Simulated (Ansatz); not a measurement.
Input of an Ansatz 0.2.0 run:

input.yaml

```yaml
crystal:
  lattice:
    - [-1.5765401831, 1.5765401831, 2.7119384313]
    - [1.5765401831, -1.5765401831, 2.7119384313]
    - [1.5765401831, 1.5765401831, -2.7119384313]
  atoms:
    - { symbol: Sb, position: [0.0, 0.0, 0.0] }
hamiltonian:
  xc: pbesol
  pseudopotentials: { kind: paw }
kpoints:
  mp_grid: { grid: [12, 12, 12] }
scf:
  occupations: { method: fermi_dirac, width: 0.05 }
output:
  forces: true
  stress: true
  eigenvalues: true
  write_density: true
  write_potential: true
  elf: true
  volumetric_format: npy
relax:
  f_tol: 0.01
  max_steps: 40
  cell: { stress_tol: 0.05, p_target: 5.0 }
```

Potentials or basis: Ansatz PAW.

Run with:

```sh
$ ansatz run input.yaml --threads 2 --pin off --max-ram 5632MiB --backend cpu --events-out ev --progress --plain --runs-dir out
```

Task: Predict the relaxed volume.

Result: 24.69 Å³/atom.

Task: What does it give for the band gap on the k mesh?

Result: None (metal or under the smearing width).

Step by step:
| step | energy change (eV) | largest force (eV/Å) | volume (Å³) |
| --- | --- | --- | --- |
| 1 | 0.0000 | 0.0000 | 26.96 |
| 2 | 0.0881 | 0.0000 | 23.39 |
| 3 | 0.0145 | 0.0000 | 24.92 |
| 4 | 0.0168 | 0.0000 | 24.76 |
| 5 | 0.0191 | 0.0000 | 24.64 |
| 6 | 0.0175 | 0.0000 | 24.69 |
| 7 | 0.0181 | 0.0000 | 24.69 |

Caveat: the plane-wave basis is chosen anew once the cell has moved, so the energies of steps on either side of that aren't comparable; the PAW data sets come from PBE, with cores solved anew for the run's functional, which leaves a small shift of forces and pressure. The run has no spin-orbit coupling, so splittings on Sb are missing.
